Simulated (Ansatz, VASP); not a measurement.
# ZnAu in VASP and in Ansatz

```
CELL_PARAMETERS angstrom
3.13067 0.00000 0.00000
0.00000 3.13067 0.00000
0.00000 0.00000 3.13067
ATOMIC_POSITIONS crystal
Zn 0.50000 0.50000 0.50000
Au 0.00000 0.00000 0.00000
```

Alike in both runs: functional PBEsol; k mesh 9 × 9 × 9; occupations fermi-dirac, width 0.15 eV; no spin polarisation.

Ansatz relaxed the structure, and its values are those at the end. VASP's run is a single point on that final structure, the one shown.

|  | VASP | Ansatz |
| --- | --- | --- |
| version | VASP 6.6.1 | Ansatz 0.2.0 |
| potentials or method | VASP PAW PBE potentials, release 64 (Zn, Au) | plane waves, PAW |
| plane-wave cutoff (eV) | 520 | 490 |
| valence electrons in the cell | 23 | 31 |

```tsv
	VASP	Ansatz	Ansatz less VASP
pressure (GPa)	0.1	0.0	-0.15
```

The two sets of potentials don't hold the same shells in valence.

Caveats: the PAW data sets were made with another functional, which shifts forces and pressure a little (VASP). The runs have no spin-orbit coupling, so splittings on Au are missing.
